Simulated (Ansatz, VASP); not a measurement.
**AlCo in VASP and in Ansatz**

```
Co Al
1.0
     2.59746    0.00000    0.00000
    -1.29873    2.24947    0.00000
     0.00000    0.00000    7.35871
Co Al
2 2
Cartesian
  0.0000 0.0000 0.0000
  0.0000 0.0000 3.6794
  0.0000 1.4996 1.8397
  1.2987 0.7498 5.5190
```

Change from the starting cell: volume scaled by 0.88, PAW files.

Alike in both runs: task single point; functional PBE; k mesh 10 × 10 × 6; occupations fermi-dirac, width 0.05 eV; no spin polarisation.

|  | VASP | Ansatz |
| --- | --- | --- |
| version | VASP 6.6.1 | Ansatz 0.2.0 |
| potentials or method | VASP PAW PBE potentials, release 64 (Co, Al) | PAW with Ansatz's default frozen-core files, scalar-relativistic |
| plane-wave cutoff (eV) | 520 | 420 |
| valence electrons in the cell | 24 | 40 |

```csv
,VASP,Ansatz,Ansatz less VASP
pressure (GPa),26.6,26.8,+0.13
largest component of the traceless stress (GPa),0.34,0.00,-0.342
```

The two sets of potentials don't hold the same shells in valence.

Caveats: so large a pressure means that the cell lies far from this level's equilibrium, or that cutoff or potentials fall short (VASP). Spin polarisation is off, so any magnetic state and its effect on volume and gap are missing.
